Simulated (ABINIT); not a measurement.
# Ti (P6/mmm) in ABINIT: single point with PBEsol

Aim: the single point of Ti with PBEsol.

Program: ABINIT 10.8.3 (patched build). These are calculated values, not measurements. Logs are shortened: lines on timing, memory, paths and dates and some standing lists are left out, and cuts for length are marked. The log counts tension as positive stress, the text compression.

## 1. The undisturbed crystal

It takes space group P6/mmm (No. 191, hexagonal). Conventional cell: a = 4.567 Å, b = 4.567 Å, c = 2.826 Å, α = 90.00°, β = 90.00°, γ = 120.00°. Around Ti (site symmetry -6m2) lie 11 Ti at 2.64 to 2.99 Å. Ti (site symmetry 6/mmm) has 14 Ti at 2.83 to 2.99 Å as nearest neighbours.

This isn't the form of Ti at room conditions, which is hcp.

## 2. Single point, PBEsol (atoms moved at random, drawn with an rms of 0.05 Å)

Contents of run.abi:

```
# Pseudopotentials
pp_dirpath "./"
pseudos "Ti.upf"

# Structure
acell 3*1.0 Angstrom
rprim
     4.5673748306     0.0000000000     0.0000000000
    -2.2836874153     3.9554626319     0.0000000000
     0.0000000000     0.0000000000     2.8262442700
ntypat 1
znucl 22
natom 3
typat 1 1 1
xred
     0.6669950000     0.3336940000     0.5043550000
     0.3397980000     0.6712840000     0.4801160000
     0.0062610000     0.0053370000     0.0032540000
chkprim 0
chksymtnons 0
tolsym 1.0e-6

# Plane-wave basis
ecut 1142.878222 eV

# k points
kptopt 1
ngkpt 7 7 9
nshiftk 1
shiftk 0.0 0.0 0.0

# Exchange and correlation
ixc -116133

# Bands and occupations
nband 22
occopt 3
tsmear 0.00183747

# SCF cycle
nstep 100
tolvrs 1.0e-10

# Output
iomode 3
prtwf 0
prtden 0
prteig 0
prtebands 0
enunit 1
```

Potentials or basis: PseudoDojo NC SR PBEsol v0.4.1 standard.

Run with:

```
> abinit run.abi > log 2>&1
```

run.abo:

```text
.Version 10.8.3 of ABINIT
 Symmetries : space group P1 (#  1); Bravais aP (primitive triclinic)
================================================================================
 Values of the parameters that define the memory need of the present run
     intxc =       0    ionmov =       0      iscf =       7    lmnmax =       6
     lnmax =       6     mgfft =      54  mpssoang =       3    mqgrid =    3001
     natom =       3  nloc_mem =       1    nspden =       1   nspinor =       1
    nsppol =       1      nsym =       1    n1xccc =    2501    ntypat =       1
    occopt =       3   xclevel =       2
       mpw =        4528          nfft =       93312          nkpt =         221
================================================================================
================================================================================

--------------------------------------------------------------------------------
------------- Echo of variables that govern the present computation ------------
--------------------------------------------------------------------------------
 -outvars: echo values of preprocessed input variables --------
            acell      1.8897261259E+00  1.8897261259E+00  1.8897261259E+00 Bohr
              amu      4.78800000E+01
          chkprim           0
      chksymtnons           0
             ecut      4.20000000E+01 Hartree
           enunit           1
                       outvar_i_n : Printing only first  50 k-points.
              ixc     -116133
                       outvar_i_n : Printing only first  50 k-points.
         kptrlatt        7    0    0      0    7    0      0    0    9
          kptrlen      4.80674487E+01
            natom           3
            nband          22
            ngfft          54      54      32
             nkpt         221
            nstep         100
             nsym           1
           ntypat           1
                       prtocc : prtvol=0, do not print more k-points.
           occopt           3
           prtden           0
        prtebands           0
           prteig           0
            prtwf           0
            rprim      4.5673748306E+00  0.0000000000E+00  0.0000000000E+00
                      -2.2836874153E+00  3.9554626319E+00  0.0000000000E+00
                       0.0000000000E+00  0.0000000000E+00  2.8262442700E+00
          spgroup           1
           tolsym      1.00000000E-06
           tolvrs      1.00000000E-10
           tsmear      1.83747000E-03 Hartree
            typat      1  1  1
                       outvars : Printing only first  50 k-points.
           xangst      2.2843633868E+00  1.3199141475E+00  1.4254304288E+00
                       1.8982009796E-02  2.6552387774E+00  1.3569250939E+00
                       1.6408294079E-02  2.1110304066E-02  9.1965988546E-03
            xcart      4.3168211731E+00  2.4942762485E+00  2.6936731220E+00
                       3.5870799834E-02  5.0176740882E+00  2.5642168009E+00
                       3.1007182003E-02  3.9892693120E-02  1.7379053125E-02
             xred      6.6699500000E-01  3.3369400000E-01  5.0435500000E-01
                       3.3979800000E-01  6.7128400000E-01  4.8011600000E-01
                       6.2610000000E-03  5.3370000000E-03  3.2540000000E-03
            znucl       22.00000

================================================================================

 chkinp: Checking input parameters for consistency.

================================================================================
== DATASET  1 ==================================================================

--- !DatasetInfo
iteration_state: {dtset: 1, }
dimensions: {natom: 3, nkpt: 221, mband: 22, nsppol: 1, nspinor: 1, nspden: 1, mpw: 4528, }
cutoff_energies: {ecut:  42.0, pawecutdg:  -1.0, }
electrons: {nelect:   3.60000000E+01, charge:   0.00000000E+00, occopt:   3.00000000E+00, tsmear:   1.83747000E-03, }
meta: {optdriver: 0, ionmov: 0, optcell: 0, iscf: 7, paral_kgb: 0, }
...

 Real(R)+Recip(G) space primitive vectors, cartesian coordinates (Bohr,Bohr^-1):
 R(1)=  8.6310875  0.0000000  0.0000000  G(1)=  0.1158603  0.0668919  0.0000000
 R(2)= -4.3155438  7.4747411  0.0000000  G(2)=  0.0000000  0.1337839  0.0000000
 R(3)=  0.0000000  0.0000000  5.3408276  G(3)=  0.0000000  0.0000000  0.1872369
 Unit cell volume ucvol=  3.4456427E+02 bohr^3
 Angles (23,13,12)=  9.00000000E+01  9.00000000E+01  1.20000000E+02 degrees

 getcut: wavevector=  0.0000  0.0000  0.0000  ngfft=  54  54  32
         ecut(hartree)=     42.000   => boxcut(ratio)=   2.05377

--- Pseudopotential description ------------------------------------------------
- pspini: atom type   1  psp file is ./Ti.upf
12 -116133 2 -1 1586                          pspcod,pspxc,lmax,lloc,mmax
     nproj     2     2     2

   1.59507380E+03                                ecore*ucvol(ha*bohr**3)
--------------------------------------------------------------------------------

================================================================================

--- !BeginCycle
iteration_state: {dtset: 1, }
solver: {iscf: 7, nstep: 100, nline: 4, wfoptalg: 0, }
tolerances: {tolvrs: 1.00E-10, }
...

     iter   Etot(hartree)      deltaE(h)  residm     vres2
 ETOT  1  -177.72179837190    -1.777E+02 1.719E-01 2.017E+02
 ETOT  2  -177.75366988735    -3.187E-02 2.124E-02 1.024E+03
 ETOT  3  -177.70764106835     4.603E-02 2.386E-02 1.567E+03
 ETOT  4  -177.89111083134    -1.835E-01 1.003E-02 8.698E+01
 ETOT  5  -177.89857218159    -7.461E-03 5.773E-03 3.556E+01
 ETOT  6  -177.90327174467    -4.700E-03 3.412E-03 4.363E-01
 ETOT  7  -177.90337317807    -1.014E-04 3.351E-03 4.838E-01
 ETOT  8  -177.90339453257    -2.135E-05 1.466E-03 4.776E-01
 ETOT  9  -177.90345822832    -6.370E-05 1.784E-03 3.181E-02
 ETOT 10  -177.90346559741    -7.369E-06 1.101E-03 9.050E-04
[... 7 lines left out ...]
 ETOT 18  -177.90346838397    -6.136E-09 1.111E-03 1.811E-07
 ETOT 19  -177.90346838699    -3.021E-09 8.585E-04 2.672E-08
 ETOT 20  -177.90346838844    -1.446E-09 8.581E-04 3.459E-08
 ETOT 21  -177.90346838916    -7.271E-10 6.137E-04 1.096E-08
 ETOT 22  -177.90346838952    -3.570E-10 5.853E-04 5.339E-09
 ETOT 23  -177.90346838970    -1.791E-10 3.967E-04 1.779E-09
 ETOT 24  -177.90346838980    -9.504E-11 3.672E-04 1.664E-09
 ETOT 25  -177.90346838984    -4.599E-11 2.404E-04 1.313E-09
 ETOT 26  -177.90346838987    -2.717E-11 2.184E-04 5.512E-10
 ETOT 27  -177.90346838988    -1.157E-11 1.453E-04 4.834E-11

 At SCF step   27       vres2   =  4.83E-11 < tolvrs=  1.00E-10 =>converged.

 Cartesian components of stress tensor (hartree/bohr^3)
  sigma(1 1)=  1.25473201E-04  sigma(3 2)= -2.60058965E-07
  sigma(2 2)=  1.26600762E-04  sigma(3 1)=  2.75975067E-08
  sigma(3 3)=  1.20330170E-04  sigma(2 1)= -9.84968533E-07

--- !ResultsGS
iteration_state: {dtset: 1, }
comment   : Summary of ground state results
lattice_vectors:
- [  8.6310875,   0.0000000,   0.0000000, ]
- [ -4.3155438,   7.4747411,   0.0000000, ]
- [  0.0000000,   0.0000000,   5.3408276, ]
lattice_lengths: [   8.63109,    8.63109,    5.34083, ]
lattice_angles: [ 90.000,  90.000, 120.000, ] # degrees, (23, 13, 12)
lattice_volume:   3.4456427E+02
convergence: {deltae: -1.157E-11, res2:  4.834E-11, residm:  1.453E-04, diffor: null, }
etotal    :  -1.77903468E+02
entropy   :   0.00000000E+00
fermie    :   3.66722441E-01
cartesian_stress_tensor: # hartree/bohr^3
- [  1.25473201E-04,  -9.84968533E-07,   2.75975067E-08, ]
- [ -9.84968533E-07,   1.26600762E-04,  -2.60058965E-07, ]
- [  2.75975067E-08,  -2.60058965E-07,   1.20330170E-04, ]
pressure_GPa:  -3.6522E+00
xred      :
- [  6.6700E-01,   3.3369E-01,   5.0435E-01, Ti]
- [  3.3980E-01,   6.7128E-01,   4.8012E-01, Ti]
- [  6.2610E-03,   5.3370E-03,   3.2540E-03, Ti]
cartesian_forces: # hartree/bohr
- [  1.18319396E-03,   1.23985181E-03,  -4.58491738E-04, ]
- [ -8.34201048E-04,  -7.14617645E-04,   3.78623364E-03, ]
- [ -3.48992908E-04,  -5.25234165E-04,  -3.32774190E-03, ]
force_length_stats: {min:   1.77408994E-03, max:   3.94235145E-03, mean:   3.03446886E-03, }
...

 Integrated electronic density in atomic spheres:
 ------------------------------------------------
 Atom  Sphere_radius  Integrated_density
    1        2.00000          9.55767167
    2        2.00000          9.55844345
    3        2.00000          9.45916220
================================================================================

 ----iterations are completed or convergence reached----

 Mean square residual over all n,k,spin=   63.081E-08; max=  14.532E-05
 reduced coordinates (array xred) for    3 atoms
       0.666995000000      0.333694000000      0.504355000000
       0.339798000000      0.671284000000      0.480116000000
       0.006261000000      0.005337000000      0.003254000000
 rms dE/dt=  1.0123E-02; max dE/dt=  1.7773E-02; dE/dt below (all hartree)
    1      -0.010212304197     -0.004161458624      0.002449125293
    2       0.007200008685      0.001741538048     -0.020221221293
    3       0.003012134754      0.002419882543      0.017773295845

 cartesian coordinates (angstrom) at end:
    1      2.28436338677493     1.31991414748924     1.42543042879585
    2      0.01898200979597     2.65523877739236     1.35692509393532
    3      0.01640829407893     0.02111030406645     0.00919659885458

 cartesian forces (hartree/bohr) at end:
    1      0.00118319395539     0.00123985180995    -0.00045849173793
    2     -0.00083420104756    -0.00071461764451     0.00378623363688
    3     -0.00034899290782    -0.00052523416544    -0.00332774189895
 frms,max,avg= 1.8306363E-03 3.7862336E-03   6.208E-09  5.281E-09 -7.489E-08 h/b

 cartesian forces (eV/Angstrom) at end:
    1      0.06084227945266     0.06375574347493    -0.02357659310103
    2     -0.04289634258572    -0.03674711676055     0.19469596168879
    3     -0.01794593686694    -0.02700862671437    -0.17111936858776
 frms,max,avg= 9.4135103E-02 1.9469596E-01   3.193E-07  2.715E-07 -3.851E-06 e/A
 length scales=  1.889726125908  1.889726125908  1.889726125908 bohr
              =  1.000000000000  1.000000000000  1.000000000000 angstroms
 Fermi (or HOMO) energy (eV) =   9.97903   Average Vxc (eV)= -11.83038
 Eigenvalues (   eV  ) for nkpt= 221  k points:
 kpt#   1, nband= 22, wtk=  0.00227, kpt=  0.0000  0.0000  0.0000 (reduced coord)
 -46.62026  -46.36448  -46.19421  -23.06277  -23.05523  -22.97616  -22.94197  -22.66259
 -22.46178  -22.37989  -22.35876  -22.33225    3.87953    8.02750    9.26359    9.28494
   9.36716    9.37963    9.95078   10.67349   11.27840   11.30281
 prteigrs : prtvol=0 or 1, do not print more k-points.

--- !EnergyTerms
iteration_state     : {dtset: 1, }
comment             : Components of total free energy in Hartree
kinetic             :  7.04263472861111E+01
hartree             :  3.59701003195067E+01
xc                  : -2.59265780132089E+01
Ewald energy        : -1.28106899191987E+02
psp_core            :  4.62924902237910E+00
local_psp           : -1.36252046563836E+02
non_local_psp       :  1.35717826109357E+00
internal            : -1.77902648879942E+02
'-kT*entropy'       : -8.19509937969329E-04
total_energy        : -1.77903468389880E+02
total_energy_eV     : -4.84099999285670E+03
band_energy         : -2.16029149610601E+01
...

 Cartesian components of stress tensor (hartree/bohr^3)
  sigma(1 1)=  1.25473201E-04  sigma(3 2)= -2.60058965E-07
  sigma(2 2)=  1.26600762E-04  sigma(3 1)=  2.75975067E-08
  sigma(3 3)=  1.20330170E-04  sigma(2 1)= -9.84968533E-07

-Cartesian components of stress tensor (GPa)         [Pressure= -3.6522E+00 GPa]
- sigma(1 1)=  3.69154902E+00  sigma(3 2)= -7.65119889E-03
- sigma(2 2)=  3.72472300E+00  sigma(3 1)=  8.11946681E-04
- sigma(3 3)=  3.54023583E+00  sigma(2 1)= -2.89787747E-02

== END DATASET(S) ==============================================================
================================================================================

 -outvars: echo values of variables after computation  --------
            acell      1.8897261259E+00  1.8897261259E+00  1.8897261259E+00 Bohr
           etotal     -1.7790346839E+02
            fcart      1.1831939554E-03  1.2398518099E-03 -4.5849173793E-04
                      -8.3420104756E-04 -7.1461764451E-04  3.7862336369E-03
                      -3.4899290782E-04 -5.2523416544E-04 -3.3277418990E-03
            rprim      4.5673748306E+00  0.0000000000E+00  0.0000000000E+00
                      -2.2836874153E+00  3.9554626319E+00  0.0000000000E+00
                       0.0000000000E+00  0.0000000000E+00  2.8262442700E+00
           strten      1.2547320099E-04  1.2660076163E-04  1.2033017023E-04
                      -2.6005896454E-07  2.7597506745E-08 -9.8496853262E-07
           xangst      2.2843633868E+00  1.3199141475E+00  1.4254304288E+00
                       1.8982009796E-02  2.6552387774E+00  1.3569250939E+00
                       1.6408294079E-02  2.1110304066E-02  9.1965988546E-03
             xred      6.6699500000E-01  3.3369400000E-01  5.0435500000E-01
                       3.3979800000E-01  6.7128400000E-01  4.8011600000E-01
                       6.2610000000E-03  5.3370000000E-03  3.2540000000E-03
 Calculation completed.
```

Wall time 29 min (1 thread of Arm Neoverse V1, shared host); peak memory 0.41 GiB.

Results:

```yaml
Free_energy: -4841.0000 eV
Pressure: -3.7 GPa
Largest_force: 0.203 eV/Å
Band_gap_on_the_k_mesh: none (metal or under the smearing width)
Valence_electrons_inside_the_program's_atomic_spheres: Ti 9.56, 9.46 (radii [1.0584] Å)
```

Forces on the atoms (eV/Å):
```
Ti   0.061  0.064 -0.024
Ti  -0.043 -0.037  0.195
Ti  -0.018 -0.027 -0.171
```

Stress tensor (GPa, compression positive):
```
-3.69  0.03  0.00
 0.03 -3.72  0.01
 0.00  0.01 -3.54
```
